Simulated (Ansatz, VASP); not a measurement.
**One calculation of Zr, two programs**

POSCAR

```
Zr
1.0
    0.0000000000      2.2254820500      2.2254820500
    2.2254820500      0.0000000000      2.2254820500
    2.2254820500      2.2254820500      0.0000000000
Zr
1
Direct
    0.0000000000      0.0000000000      0.0000000000
```

The input INCAR.step1:

```
PREC = Accurate ; ENCUT = 520
ISMEAR = 0 ; SIGMA = 0.1
LREAL = F ; LASPH = T
NELM = 80 ; NBANDS = 12
GGA = PE ; ALGO = Normal
EDIFF = 1E-4 ; LWAVE = T
LCHARG = F
```

Contents of INCAR.step2:

```
PREC = Accurate ; ENCUT = 520
EDIFF = 1E-6 ; ISMEAR = 0
SIGMA = 0.1 ; LREAL = F
LASPH = T ; NELM = 80
ALGO = Normal ; ISIF = 2
LWAVE = F ; LCHARG = T
METAGGA = R2SCAN ; LMIXTAU = T
LELF = T ; LVHAR = T
NBANDS = 12 ; ISTART = 1
```

File KPOINTS:

```
regular mesh
0
Gamma
  16 16 16
```

Input for Ansatz:

```yaml
crystal:
  lattice:
    - [0.0, 2.22548205, 2.22548205]
    - [2.22548205, 0.0, 2.22548205]
    - [2.22548205, 2.22548205, 0.0]
  atoms:
    - { symbol: Zr, position: [0.0, 0.0, 0.0] }
basis:
  ecutwfc: 500
kpoints:
  mp_grid: { grid: [16, 16, 16] }
hamiltonian:
  xc: r2scan
scf:
  occupations: { method: gaussian, width: 0.1 }
output:
  forces: true
  stress: true
  eigenvalues: true
```

Alike in both runs: task single point; functional r2SCAN; k mesh 16 × 16 × 16; occupations gaussian, width 0.1 eV; no spin polarisation.

```csv
,VASP,Ansatz
version,VASP 6.6.1,Ansatz 0.2.0
potentials or method,"VASP PAW PBE potentials, release 64 (Zr_sv)","scalar-relativistic, plane waves, PAW"
plane-wave cutoff (eV),520,500
valence electrons in the cell,12,12
```

|  | VASP | Ansatz | Ansatz less VASP |
| --- | --- | --- | --- |
| gap on the k mesh at the Fermi level (eV) | none | none | - |
| pressure (GPa) | 5.6 | 5.5 | -0.04 |

A gap of «none» marks a metal or a gap that the smearing closes.

Caveats: the PAW data sets were made with another functional, which shifts forces and pressure a little (VASP).
